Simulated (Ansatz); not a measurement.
# KTaO3: a line through a two-coordinate scan

An exercise on one series of results from a longer session: the logs are not shown, and one member is left open.

Computed with Ansatz 0.2.0 (DFT PBEsol, scalar-relativistic, plane waves, PAW, unless a step's input says otherwise).

16 further runs of the same task are left out: 16 set aside as unsound or not needed.

### The structure to begin with

Symmetry: Pm-3m, No. 221, cubic system. Conventional cell: a = 3.985 Å, b = 3.985 Å, c = 3.985 Å, α = 90.00°, β = 90.00°, γ = 90.00°. K (site symmetry m-3m) is surrounded by 12 O at 2.82 Å. Ta (site symmetry m-3m) is surrounded by 6 O at 1.99 Å. O (site symmetry 4/mmm) has 2 Ta at 1.99 Å and 4 K at 2.82 Å as nearest neighbours.

As a file:

```
K Ta O
1.0
     3.98536    0.00000    0.00000
     0.00000    3.98536    0.00000
     0.00000    0.00000    3.98536
K Ta O
1 1 3
Direct
  0.50000 0.50000 0.50000
  0.00000 0.00000 0.00000
  0.50000 0.00000 0.00000
  0.00000 0.50000 0.00000
  0.00000 0.00000 0.50000
```

It is the result of an earlier relaxation at this level (volume 12.66 Å³/atom; gap on the mesh: 2.14 eV).

### What is varied

The energy is mapped over volume and the cell's shape.

First coordinate, volume per atom: 7 values from 11.647 to 13.673 Å³. Second coordinate, c/a of the conventional cell: 7 values from 0.886 to 1.128.

Nothing else is relaxed (symmetry fixes all fractional coordinates). Energies count from the relaxed crystal. Points are written as (first, second).

Set-up of the first run:

Input file input.yaml:

```yaml
crystal:
  lattice:
    - [3.7590143397, 0.0, 0.0]
    - [0.0, 3.7590143397, 0.0]
    - [0.0, 0.0, 4.240919978]
  atoms:
    - { symbol: K, position: [0.5, 0.5, 0.5] }
    - { symbol: Ta, position: [0.0, 0.0, 0.0] }
    - { symbol: O, position: [0.5, 0.0, 0.0] }
    - { symbol: O, position: [0.0, 0.5, 0.0] }
    - { symbol: O, position: [0.0, 0.0, 0.5] }
basis:
  ecutwfc: 520.0
kpoints:
  mp_grid: { grid: [8, 8, 8] }
hamiltonian:
  xc: pbesol
  pseudopotentials: { kind: paw }
scf:
  occupations: { method: gaussian, width: 0.05 }
output:
  forces: true
  stress: true
  eigenvalues: true
  write_density: true
  write_potential: true
  elf: true
  volumetric_format: npy
```

Command:

```
ansatz run input.yaml --threads 1 --pin off --max-ram 2048MiB --backend cpu --events-out ev --progress --plain --runs-dir out
```

Steps of the session up to this table: The run at (11.985 Å³, 1.128); Grid point (12.322 Å³, 1.128); The run at (12.660 Å³, 1.128); Point (12.998 Å³, 1.128); Grid point (13.335 Å³, 1.128); The run at (13.673 Å³, 1.128).

One of the session's tables, all rows but one given; the rest of the session is left out.

```
volume per atom (Å³)  energy (meV/atom)  slope (meV/atom per Å³)  pressure (GPa)  band gap on the k-mesh (eV)
              11.647                229                     −169            27.1                         2.12
              11.985                181                     −117            18.8                         2.06
              12.322                149                      −72            11.6                         2.01
              12.660                131                      −34             5.4                         1.95
              12.998                126                        0             0.0                         1.90
              13.335                  ?                        ?               ?                            ?
              13.673                145                       55            −8.8                         1.78
```

Estimate the missing values for volume per atom (Å³) = 13.335.

Worked estimate for «energy (meV/atom)». A straight line through the neighbours (12.998, 126) and (13.673, 145) gives 126 + (145 − 126) × (13.335 − 12.998) / (13.673 − 12.998) = 135; a parabola fitted to 3 rows on both sides gives 131.

**Answer.** energy (meV/atom): 131; slope (meV/atom per Å³): 29; pressure (GPa): −4.7; band gap on the k-mesh (eV): 1.84. In «energy (meV/atom)» the line misses by +4 and the parabola by +0.

Energies count from the relaxed crystal. Rows without a step come from runs not printed here or follow by symmetry. Slopes come from the forces (and the stress, where the cell changes), not from differences of energies.

**Reading.** The lowest point of the line is at 12.998 Å³, 126 meV/atom from the zero. A fit to energies and slopes at the lowest point and its two neighbours puts the minimum at 12.9975 Å³, with a curvature of about 93 meV/atom per (Å³)². V·d²E/dV² there is about 190 GPa, a bulk modulus under this line's constraint. The highest point computed, at 11.647 Å³, lies 103 meV/atom above the lowest. This is one cut through a surface in two coordinates; the map's lowest point lies off it. These runs have no spin-orbit coupling; with Ta it would split and shift bands.

To keep in mind: These are semilocal Kohn-Sham gaps, which aren't the measured quantity.
